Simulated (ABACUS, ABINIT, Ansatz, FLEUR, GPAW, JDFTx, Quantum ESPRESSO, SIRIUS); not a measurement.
FeO: programs and potentials compared

```
CELL_PARAMETERS angstrom
1.51882 0.87689 2.51958
-1.51882 0.87689 2.51958
0.00000 -1.75378 2.51958
ATOMIC_POSITIONS crystal
Fe 0.00000 0.00000 0.00000
O 0.50000 0.50000 0.50000
```

Alike in all runs: task single point; functional PBEsol; k mesh 11 × 11 × 11; occupations fermi-dirac, width 0.05 eV; collinear spin, ferromagnetic start; no spin-orbit coupling. Pressure is positive in compression and, in plane waves, holds the error of the finite cutoff.

```csv
program and potentials,plane-wave cutoff (eV),notes,pressure (GPa),net moment per atom (μB)
"JDFTx, PseudoDojo-SR-PBEsol-0.4.1-standard with smoothed tails",1225,11 valence electrons an atom on average,-10.09,2.00
"GPAW, PAW data sets generated for this functional",800,7 valence electrons an atom on average,-7.97,2.00
"SIRIUS, all-electron FP-LAPW, apw+lo standard",-,-,-,2.00
"ABACUS, PseudoDojo NC SR 0.4.1 PBEsol standard, plane waves",1225,11 valence electrons an atom on average,?,?
"Ansatz, all-electron LAPW, scalar-relativistic",-,-,-9.49,2.00
"SIRIUS, PseudoDojo 0.4.1 PBEsol standard (scalar relativistic)",1228,11 valence electrons an atom on average,-10.09,2.00
"Quantum ESPRESSO, GBRV 1.5 PBEsol",762,11 valence electrons an atom on average,-9.35,2.00
"FLEUR, all-electron, FLAPW",-,-,-,2.00
"ABINIT, JTH PAW PBE v2.0",707,potentials made for PBE; 11 valence electrons an atom on average,-9.87,2.00
```

Q: Estimate from the other rows what the run with ABACUS, PseudoDojo NC SR 0.4.1 PBEsol standard, plane waves gave.

A: Pressure -10.11 GPa; net moment per atom 2.00 μB. The other rows, which needn't bracket it: pressure -10.09 to -7.97; net moment per atom 2.00.
